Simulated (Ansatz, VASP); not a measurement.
# NaI in VASP and in Ansatz

INCAR

```
PREC = Accurate ; ENCUT = 520
EDIFF = 1E-7 ; ISMEAR = 0
SIGMA = 0.05 ; LREAL = F
LASPH = T ; NELM = 60
ALGO = Normal ; ISIF = 2
LWAVE = F ; LCHARG = F
GGA = PE ; NBANDS = 14
```

Contents of KPOINTS:

```
Automatic mesh
0
Gamma
  8 8 8
```

File POSCAR:

```
NaI
1.0
    0.0000000000      3.2807397564      3.1495101662
    3.2807397564      0.0000000000      3.1495101662
    3.2807397564      3.2807397564      0.0000000000
Na I
1 1
Direct
    0.0000000000      0.0000000000      0.0000000000
    0.5000000000      0.5000000000      0.5000000000
```

Input for Ansatz:

```yaml
crystal:
  lattice:
    - [0.0, 3.2807397564, 3.1495101662]
    - [3.2807397564, 0.0, 3.1495101662]
    - [3.2807397564, 3.2807397564, 0.0]
  atoms:
    - { symbol: Na, position: [0.0, 0.0, 0.0] }
    - { symbol: I, position: [0.5, 0.5, 0.5] }
basis:
  ecutwfc: 420
kpoints:
  mp_grid: { grid: [8, 8, 8] }
hamiltonian:
  xc: pbe
scf:
  occupations: { method: gaussian, width: 0.05 }
output:
  forces: true
  stress: true
  eigenvalues: true
```

Alike in both runs: task single point; functional PBE; k mesh 8 × 8 × 8; occupations gaussian, width 0.05 eV; no spin polarisation.

|  | VASP | Ansatz |
| --- | --- | --- |
| version | VASP 6.6.1 | Ansatz 0.2.0 |
| potentials or method | VASP PAW PBE potentials, release 64 (Na_pv, I) | scalar-relativistic, plane waves, PAW |
| plane-wave cutoff (eV) | 520 | 420 |
| valence electrons in the cell | 14 | 26 |

VASP gave:

```
gap on the k mesh at the Fermi level (eV)       : 3.63
least direct gap on the mesh (eV)               : 3.63
pressure (GPa)                                  : 0.5
largest component of the traceless stress (GPa) : 0.75
```

Problem. Which values does Ansatz return?

Solution. gap on the k mesh at the Fermi level (eV): 3.63; least direct gap on the mesh (eV): 3.63; pressure (GPa): 0.5; largest component of the traceless stress (GPa): 0.74.

With one functional, cell and mesh, what is left measures potentials, basis and numerics. The two sets of potentials don't hold the same shells in valence.

Caveats: spin-orbit coupling is left out, which moves the levels of the heavy elements. Expect the measured gap to be larger: semilocal functionals such as PBE lack the derivative discontinuity.
